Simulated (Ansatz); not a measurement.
InP: one input, then a changed one

The cell is COD entry 1010146, as deposited and not checked against the literature; nothing was relaxed. It is an old determination, and later ones may differ.

First run: DFT, PBE, all-electron LAPW, scalar-relativistic (Ansatz 0.2.0).

Command: `ansatz run input.yaml --threads 1 --pin off --max-ram 2048MiB --backend cpu --events-out ev --progress --plain --runs-dir out` The run took 14 s on 1 thread of Arm Neoverse V2, with other jobs on the host, peak memory 0.3 GiB.

```yaml
crystal:
  lattice:
    - [0.0, 2.9305, 2.9305]
    - [2.9305, 0.0, 2.9305]
    - [2.9305, 2.9305, 0.0]
  atoms:
    - { symbol: In, position: [0.0, 0.0, 0.0] }
    - { symbol: P, position: [0.75, 0.75, 0.75] }
kpoints:
  mp_grid: { grid: [8, 8, 8] }
scf:
  occupations: { method: fermi_dirac, width: 0.03 }
hamiltonian:
  xc: pbe
  pseudopotentials: { kind: all_electron, lapw: { basis_error: 0.00025 } }
output:
  forces: true
  stress: true
  eigenvalues: true
```

Result: converged; pressure 3.33 GPa; gap on the k mesh 0.71 eV; 7 SCF iterations.

Spin–orbit coupling is left out, though it moves levels of the heavy atoms by tenths of an eV or more.

The input is then changed:

```diff
@@ -8,5 +8,5 @@
     - { symbol: P, position: [0.75, 0.75, 0.75] }
 kpoints:
-  mp_grid: { grid: [8, 8, 8] }
+  mp_grid: { grid: [8, 8, 8], shift: [0.5, 0.5, 0.5] }
 scf:
   occupations: { method: fermi_dirac, width: 0.03 }
```

Task: Predict the outcome of the changed run.

Result: It converged; energy at zero smearing -1.1 meV/atom from the first run; pressure 3.35 GPa; gap on the k mesh 1.24 eV (the mesh can miss the band edges); 7 SCF iterations.
